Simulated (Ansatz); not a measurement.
Ni: single point with PBE

The system is Ni.

```
CELL_PARAMETERS angstrom
0.00000 1.73757 1.73757
1.73757 0.00000 1.73757
1.73757 1.73757 0.00000
ATOMIC_POSITIONS crystal
Ni 0.00000 0.00000 0.00000
```

```
Program             : Ansatz 0.2.0
Task                : single point
Functional          : PBE
Potentials or basis : all-electron LAPW, scalar-relativistic
Cutoff              : 320 eV (chosen from the basis error)
Basis error allowed : 0.001 eV/atom
k mesh              : 13 × 13 × 13
Occupations         : gaussian, width 0.015 eV
Spin                : collinear spin, ferromagnetic start
Starting moments    : [1.0] μB
```

```
Pressure               : 8.0 GPa
Band gap on the k mesh : none (metal or under the smearing width)
Net moment             : 0.64 μB per cell
Absolute moment        : 0.72 μB per cell
Site moments           : Ni +0.66 μB
```

Levels at points of the mesh, in eV from the Fermi level:
Spin up:
| k point | band 7 | band 8 | band 9 | band 10 | band 11 | band 12 |
| --- | --- | --- | --- | --- | --- | --- |
| (0.00, 0.00, 0.00) | -2.59 | -2.59 | -1.32 | -1.32 | 23.74 | 27.95 |
Spin down:
```tsv
k point	band 7	band 8	band 9	band 10	band 11	band 12
(0.00, 0.00, 0.00)	-1.81	-1.81	-0.74	-0.74	23.58	27.94
```

It took 8.9 s on 2 threads of Arm Neoverse V1, with other jobs on the host, peak memory 0.34 GiB.
